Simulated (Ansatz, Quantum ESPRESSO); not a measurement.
## RbCl (Fm-3m): Raman and infrared activity

Wanted: vibrational spectra of RbCl (Fm-3m) from linear and non-linear response.

Main program and level: Quantum ESPRESSO 8.0 development, patched; DFT LDA, scalar-relativistic, plane waves, PseudoDojo norm-conserving pseudopotentials.

The database entry behind the starting cell differs from later determinations by our own check (about 0.5 % short), so it need not match the best structure at ambient conditions.

## (1) Starting point

Symmetry: Fm-3m, No. 225, cubic system. Conventional cell: a = 6.548 Å, b = 6.548 Å, c = 6.548 Å, α = 90.00°, β = 90.00°, γ = 90.00°. Nearest to Rb lie 6 Cl at 3.27 Å. Nearest to Cl lie 6 Rb at 3.27 Å. Farther neighbours and most contacts between anions are not listed.

## (2) A first look

A cheap run with smearing and empty bands tells whether the crystal has a gap, which decides between fixed occupations and smearing later on.

Input file probe.in:

```
&control
   calculation = 'scf'
   prefix = 'x'
   outdir = './tmp'
   pseudo_dir = './pseudo'
   tprnfor = .true.
   tstress = .true.
   verbosity = 'high'
/
&system
   ibrav = 0
   nat = 2
   ntyp = 2
   ecutwfc = 56.0
   occupations = 'smearing'
   smearing = 'gaussian'
   degauss = 0.01
/
&electrons
   conv_thr = 1.0d-07
   mixing_beta = 0.7
   electron_maxstep = 100
/
ATOMIC_SPECIES
 Rb     85.4678  Rb.upf
 Cl     35.4500  Cl.upf
CELL_PARAMETERS angstrom
    -3.274000000    0.000000000    3.274000000
     0.000000000    3.274000000    3.274000000
    -3.274000000    3.274000000    0.000000000
ATOMIC_POSITIONS crystal
 Rb     0.000000000   0.000000000   0.000000000
 Cl     0.500000000   0.500000000   0.500000000
K_POINTS automatic
 6 6 6 0 0 0
```

On the command line:

```bash
> OMP_NUM_THREADS=1 mpirun -n 2 pw.x -nk 2 -in probe.in > probe.out
```

The program printed:

```text
[banners, grids, parts of the stress and lines that vanish by symmetry left out]
Program PWSCF v.8.0dev
     Message from routine setup:
     using ibrav=0 with symmetry is DISCOURAGED, use correct ibrav instead
[...]
kinetic-energy cutoff     =      56.0000  Ry
     charge density cutoff     =     224.0000  Ry
     scf convergence threshold =      1.0E-07
[...]
Exchange-correlation= SLA-PW-NOGX-NOGC
                           (   1   4   0   0   0   0   0)
[...]
48 Sym. Ops., with inversion, found
[...]
(     0          1          0      )
                  (     0          0          1      )
[...]
(  0.0000000  1.0000000  0.0000000 )
                  (  0.0000000  0.0000000  1.0000000 )
[...]
(     1          0         -1      )
                  (     0          0         -1      )
[...]
(     0          1         -1      )
                  (     0          1          0      )
[...]
( -1.0000000  0.0000000  0.0000000 )
                  (  0.0000000  1.0000000  0.0000000 )
[...]
number of k points=    16  Gaussian smearing, width (Ry)=  0.0100
[...]
c_bands: 2 eigenvalues not converged on the other pools
[...]
End of self-consistent calculation
[...]
the Fermi energy is     3.2659 ev
!    total energy              =     -87.30338557 Ry
[...]
convergence has been achieved in   6 iterations
[...]
atom    1 type  1   force =     0.00000000    0.00000000   -0.00000000
     atom    2 type  2   force =     0.00000000    0.00000000    0.00000000
[...]
Total force =     0.000000     Total SCF correction =     0.000000
[...]
total   stress  (Ry/bohr**3)                   (kbar)     P=      -14.29
[...]
XML data file, charge density, pseudopotentials, collected wavefunctions

   JOB DONE.
```

Elapsed: 4.6 s, on 2 MPI ranks of Intel Xeon Platinum 8559C (Emerald Rapids), shared host.

Numbers from this step:

```yaml
volume_per_atom: 35.09 Å³
pressure: -1.429 GPa
gap_on_the_k_mesh: 4.595 eV
```

A gap of 4.6 eV opens on this mesh, so the crystal is taken as an insulator; the start stands at -1.4 GPa.

## (3) Relaxing the cell and atoms

The relaxation runs at a cutoff a fifth above that of the response, since stress converges more slowly with the basis than frequencies do. Forces and stress are brought to rest with tight thresholds.

Input file relax.in:

```
&control
   calculation = 'vc-relax'
   prefix = 'x'
   outdir = './tmp'
   pseudo_dir = './pseudo'
   tprnfor = .true.
   tstress = .true.
   forc_conv_thr = 2.0d-05
   etot_conv_thr = 1.0d-07
   nstep = 40
/
&system
   ibrav = 0
   nat = 2
   ntyp = 2
   ecutwfc = 67
   occupations = 'fixed'
   nbnd = 10
/
&electrons
   conv_thr = 1.0d-11
   mixing_beta = 0.7
   electron_maxstep = 100
/
&ions
/
&cell
   press_conv_thr = 0.2
/
ATOMIC_SPECIES
 Rb     85.4678  Rb.upf
 Cl     35.4500  Cl.upf
CELL_PARAMETERS angstrom
    -3.274000000    0.000000000    3.274000000
     0.000000000    3.274000000    3.274000000
    -3.274000000    3.274000000    0.000000000
ATOMIC_POSITIONS crystal
 Rb     0.000000000   0.000000000   0.000000000
 Cl     0.500000000   0.500000000   0.500000000
K_POINTS automatic
 6 6 6 0 0 0
```

On the command line:

```bash
> OMP_NUM_THREADS=1 mpirun -n 2 pw.x -nk 2 -in relax.in > relax.out
```

The program printed:

```text
[banners, grids, parts of the stress and lines that vanish by symmetry left out]
[banner, memory and clock lines left out]
Program PWSCF v.8.0dev

[...]
kinetic-energy cutoff     =      67.0000  Ry
     charge density cutoff     =     268.0000  Ry
     scf convergence threshold =      1.0E-11
[...]
energy convergence thresh.=      1.0E-07
     force convergence thresh. =      2.0E-05
     press convergence thresh. =      2.0E-01
     Exchange-correlation= SLA-PW-NOGX-NOGC
                           (   1   4   0   0   0   0   0)
[...]
48 Sym. Ops., with inversion, found
[...]
number of k points=    16
[...]
c_bands:  1 eigenvalues not converged
[...]
End of self-consistent calculation
[...]
highest occupied, lowest unoccupied level (ev):     0.8756    5.4710
!    total energy              =     -87.30346185 Ry
[...]
convergence has been achieved in  10 iterations
[...]
atom    1 type  1   force =     0.00000000    0.00000000    0.00000000
     atom    2 type  2   force =     0.00000000    0.00000000    0.00000000
     Total force =     0.000000     Total SCF correction =     0.000000
[...]
total   stress  (Ry/bohr**3)                   (kbar)     P=      -14.07
[...]
number of bfgs steps    =   0
[...]
CELL_PARAMETERS (angstrom)
[...]
ATOMIC_POSITIONS (crystal)
Rb               0.0000000000        0.0000000000        0.0000000000
Cl               0.5000000000        0.5000000000        0.5000000000
[...]
New effective cutoffs (rho, wfc):  268.40   67.30
[...]
End of self-consistent calculation
[...]
highest occupied, lowest unoccupied level (ev):     0.9248    5.5422
!    total energy              =     -87.30377398 Ry
[...]
convergence has been achieved in   7 iterations
[...]
atom    1 type  1   force =     0.00000000    0.00000000    0.00000000
     atom    2 type  2   force =     0.00000000    0.00000000    0.00000000
     Total force =     0.000000     Total SCF correction =     0.000000
[...]
total   stress  (Ry/bohr**3)                   (kbar)     P=      -13.03
[...]
number of bfgs steps    =   1
[...]
WARNING: bfgs curvature condition failed, Theta= 0.868
[...]
CELL_PARAMETERS (angstrom)
[...]
ATOMIC_POSITIONS (crystal)
Rb               0.0000000000        0.0000000000        0.0000000000
Cl               0.5000000000        0.5000000000        0.5000000000
[...]
New effective cutoffs (rho, wfc):  270.34   67.79
[...]
End of self-consistent calculation
[...]
highest occupied, lowest unoccupied level (ev):     0.9998    5.6506
!    total energy              =     -87.30419347 Ry
[...]
convergence has been achieved in   8 iterations
[...]
atom    1 type  1   force =    -0.00000000   -0.00000000   -0.00000000
     atom    2 type  2   force =     0.00000000    0.00000000    0.00000000
     Total force =     0.000000     Total SCF correction =     0.000000
[...]
total   stress  (Ry/bohr**3)                   (kbar)     P=      -11.38
[...]
number of bfgs steps    =   2
[...]
CELL_PARAMETERS (angstrom)
[...]
ATOMIC_POSITIONS (crystal)
[...]
New effective cutoffs (rho, wfc):  273.29   68.53
[...]
End of self-consistent calculation
[...]
convergence has been achieved in   8 iterations
[...]
atom    1 type  1   force =     0.00000000    0.00000000    0.00000000
     atom    2 type  2   force =     0.00000000    0.00000000   -0.00000000
     Total force =     0.000000     Total SCF correction =     0.000000
[...]
total   stress  (Ry/bohr**3)                   (kbar)     P=       -4.18
[...]
number of bfgs steps    =   4
[...]
CELL_PARAMETERS (angstrom)
[...]
ATOMIC_POSITIONS (crystal)
[...]
New effective cutoffs (rho, wfc):  281.95   70.70
[...]
highest occupied, lowest unoccupied level (ev):     1.4608    6.3158
!    total energy              =     -87.30532718 Ry
[...]
convergence has been achieved in   8 iterations
[...]
atom    1 type  1   force =    -0.00000000   -0.00000000   -0.00000000
     atom    2 type  2   force =     0.00000000    0.00000000    0.00000000
     Total force =     0.000000     Total SCF correction =     0.000000
[...]
total   stress  (Ry/bohr**3)                   (kbar)     P=        0.44
[...]
number of bfgs steps    =   5
[...]
CELL_PARAMETERS (angstrom)
[...]
ATOMIC_POSITIONS (crystal)
[...]
New effective cutoffs (rho, wfc):  281.56   70.60
[...]
highest occupied, lowest unoccupied level (ev):     1.4448    6.2928
!    total energy              =     -87.30532849 Ry
[...]
convergence has been achieved in   7 iterations
[...]
atom    1 type  1   force =    -0.00000000    0.00000000   -0.00000000
     atom    2 type  2   force =    -0.00000000   -0.00000000    0.00000000
     Total force =     0.000000     Total SCF correction =     0.000000
[...]
total   stress  (Ry/bohr**3)                   (kbar)     P=       -0.02
[...]
number of bfgs steps    =   6
[...]
CELL_PARAMETERS (angstrom)
[...]
ATOMIC_POSITIONS (crystal)
[...]
New effective cutoffs (rho, wfc):  281.57   70.60
[...]
End of self-consistent calculation
[...]
highest occupied, lowest unoccupied level (ev):     1.4455    6.2937
!    total energy              =     -87.30532849 Ry
[...]
convergence has been achieved in   4 iterations
[...]
atom    1 type  1   force =     0.00000000   -0.00000000   -0.00000000
     atom    2 type  2   force =    -0.00000000    0.00000000   -0.00000000
     Total force =     0.000000     Total SCF correction =     0.000000
[...]
total   stress  (Ry/bohr**3)                   (kbar)     P=        0.00
[...]
bfgs converged in   8 scf cycles and   7 bfgs steps
[...]
End of BFGS Geometry Optimization
     Final enthalpy           =     -87.3053284908 Ry
     File ./tmp/x.bfgs deleted, as requested
[...]
CELL_PARAMETERS (angstrom)
[...]
ATOMIC_POSITIONS (crystal)
Rb              -0.0000000000       -0.0000000000        0.0000000000
Cl               0.5000000000        0.5000000000        0.5000000000
[...]
Final scf calculation at the relaxed structure.
[...]
kinetic-energy cutoff     =      67.0000  Ry
     charge density cutoff     =     268.0000  Ry
     scf convergence threshold =      1.0E-13
[...]
press convergence thresh. =      2.0E-01
     Exchange-correlation= SLA-PW-NOGX-NOGC
                           (   1   4   0   0   0   0   0)
[...]
48 Sym. Ops., with inversion, found
[...]
number of k points=    16
[...]
End of self-consistent calculation
[...]
highest occupied, lowest unoccupied level (ev):     1.4455    6.2937
!    total energy              =     -87.30532672 Ry
[...]
convergence has been achieved in  11 iterations
[...]
atom    1 type  1   force =    -0.00000000   -0.00000000    0.00000000
     atom    2 type  2   force =    -0.00000000   -0.00000000    0.00000000
     Total force =     0.000000     Total SCF correction =     0.000000
[...]
total   stress  (Ry/bohr**3)                   (kbar)     P=        0.00
[...]
XML data file, charge density, pseudopotentials, collected wavefunctions
```

Run time: 34 s. Hardware: 2 MPI ranks; 68 s of CPU time.

Relaxation path:

| step | energy less that of the first step (eV) | largest force (eV/Å) | pressure (GPa) | volume (Å³) |
| --- | --- | --- | --- | --- |
| 1 | 0.0000 | 0.0000 | -1.41 | 70.19 |
| 2 | -0.0042 | 0.0000 | -1.30 | 69.69 |
| 3 | -0.0100 | 0.0000 | -1.14 | 68.94 |
| 4 | -0.0169 | 0.0000 | -0.87 | 67.82 |
| 5 | -0.0236 | 0.0000 | -0.42 | 66.18 |
| 6 | -0.0254 | 0.0000 | 0.04 | 64.72 |
| 7 | -0.0254 | 0.0000 | 0.00 | 64.86 |
| 8 | -0.0254 | 0.0000 | 0.00 | 64.85 |
| 9 | -0.0254 | 0.0000 | 0.00 | 64.85 |

| conventional cell, symmetrised | before | after | change |
| --- | --- | --- | --- |
| a (Å) | 6.548 | 6.378 | -2.6 % |
| b (Å) | 6.548 | 6.378 | -2.6 % |
| c (Å) | 6.548 | 6.378 | -2.6 % |
| volume (Å³/atom) | 35.09 | 32.43 | -7.6 % |

The relaxed structure:

```xyz
2
Lattice="-3.1889 0.0000 3.1889 0.0000 3.1889 3.1889 -3.1889 3.1889 0.0000" Properties=species:S:1:pos:R:3 pbc="T T T"
Rb    0.0000    0.0000    0.0000
Cl   -3.1889    3.1889    3.1889
```

The last row of the table of steps is pw.x's closing run on a basis chosen anew for the final cell, so its energy can jump.

Read from the output:

```yaml
volume_per_atom: 32.43 Å³
pressure: 0 GPa
gap_on_the_k_mesh: 4.848 eV
```

The volume changes by -7.6 % from the cell with which this run began.

## (4) Self-consistent run for the response

Perturbation theory inherits every error of the wavefunctions, so the threshold is set near the limit of the arithmetic. With a gap, occupations are fixed, which also allows the response to an electric field.

Input file scf.in:

```
&control
   calculation = 'scf'
   prefix = 'x'
   outdir = './tmp'
   pseudo_dir = './pseudo'
   tprnfor = .true.
   tstress = .true.
/
&system
   ibrav = 0
   nat = 2
   ntyp = 2
   ecutwfc = 56.0
   occupations = 'fixed'
   nbnd = 10
/
&electrons
   conv_thr = 1.0d-12
   mixing_beta = 0.7
   electron_maxstep = 100
/
ATOMIC_SPECIES
 Rb     85.4678  Rb.upf
 Cl     35.4500  Cl.upf
CELL_PARAMETERS angstrom
    -3.188852714    0.000000000    3.188852714
     0.000000000    3.188852714    3.188852714
    -3.188852714    3.188852714    0.000000000
ATOMIC_POSITIONS crystal
 Rb     0.000000000   0.000000000   0.000000000
 Cl     0.500000000   0.500000000   0.500000000
K_POINTS automatic
 6 6 6 0 0 0
```

On the command line:

```bash
> OMP_NUM_THREADS=1 mpirun -n 2 pw.x -nk 2 -in scf.in > scf.out
```

The program printed:

```text
[banners, grids, parts of the stress and lines that vanish by symmetry left out]
[banner, memory and clock lines left out]
Program PWSCF v.8.0dev

[...]
kinetic-energy cutoff     =      56.0000  Ry
     charge density cutoff     =     224.0000  Ry
     scf convergence threshold =      1.0E-12
[...]
Exchange-correlation= SLA-PW-NOGX-NOGC
                           (   1   4   0   0   0   0   0)
[...]
48 Sym. Ops., with inversion, found
[...]
number of k points=    16
[...]
End of self-consistent calculation
[...]
highest occupied, lowest unoccupied level (ev):     1.4457    6.2938
!    total energy              =     -87.30525024 Ry
[...]
convergence has been achieved in  10 iterations
[...]
atom    1 type  1   force =     0.00000000    0.00000000   -0.00000000
     atom    2 type  2   force =     0.00000000    0.00000000    0.00000000
     Total force =     0.000000     Total SCF correction =     0.000000
[...]
total   stress  (Ry/bohr**3)                   (kbar)     P=       -0.25
[...]
XML data file, charge density, pseudopotentials, collected wavefunctions
```

Run time: 5.3 s. Hardware: 2 MPI ranks; 10 s of CPU time.

Read from the output:

* pressure: -0.02500 GPa

The cell stands at -0.025 GPa, close enough for phonons.

[end of part 1 of 3]

[Host names and launcher messages were left out of these logs when they were recorded.]

[Logs are printed without paths, hosts, clocks, repeated set-up lines and the standing remarks that a program may print on its own settings, such as how far it seeks lower states.]

[Hosts, paths, dates, database ids (printed as entryN), source tags and the programs' standing remarks are cut or masked in the printed files.]
